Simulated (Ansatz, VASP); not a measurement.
**Ge in VASP and in Ansatz**

The input INCAR:

```
SYSTEM = Ge
PREC = Accurate ; ENCUT = 520
EDIFF = 1E-6 ; ISMEAR = 0
SIGMA = 0.1 ; LREAL = .False.
LASPH = .True. ; NELM = 100
ALGO = Fast ; ISIF = 2
LWAVE = .False. ; LCHARG = .False.
GGA = PS ; NBANDS = 13
```

KPOINTS

```
Automatic mesh
0
Gamma
  16 16 14
  0 0 0
```

Contents of POSCAR:

```
Ge
1.0
    1.3508474821     -2.4541329544     -0.0838289400
    1.3508474821      2.4541329544     -0.0838289400
   -0.1618938600      0.0000000000      2.6873571291
Ge
1
Direct
    0.5000000000      0.5000000000      0.0000000000
```

Input for Ansatz:

```yaml
crystal:
  lattice:
    - [1.3508474821, -2.4541329544, -0.08382894]
    - [1.3508474821, 2.4541329544, -0.08382894]
    - [-0.16189386, 0.0, 2.6873571291]
  atoms:
    - { symbol: Ge, position: [0.5, 0.5, 0.0] }
basis:
  ecutwfc: 420
kpoints:
  mp_grid: { grid: [16, 16, 14] }
hamiltonian:
  xc: pbesol
scf:
  occupations: { method: gaussian, width: 0.1 }
output:
  forces: true
  stress: true
  eigenvalues: true
```

Alike in both runs: task single point; functional PBEsol; k mesh 16 × 16 × 14; occupations gaussian, width 0.1 eV; no spin polarisation.

|  | VASP | Ansatz |
| --- | --- | --- |
| version | VASP 6.6.1 | Ansatz 0.2.0 |
| potentials or method | VASP PAW PBE potentials, release 64 (Ge_d) | scalar-relativistic, plane waves, PAW |
| plane-wave cutoff (eV) | 520 | 420 |
| valence electrons in the cell | 14 | 14 |

```csv
,VASP,Ansatz,Ansatz less VASP
gap on the k mesh at the Fermi level (eV),none,none,-
pressure (GPa),4.2,3.9,-0.27
largest component of the traceless stress (GPa),5.34,5.31,-0.033
```

A gap of «none» marks a metal or a gap that the smearing closes.

Caveats: the PAW data sets were made with another functional, which shifts forces and pressure a little (VASP).
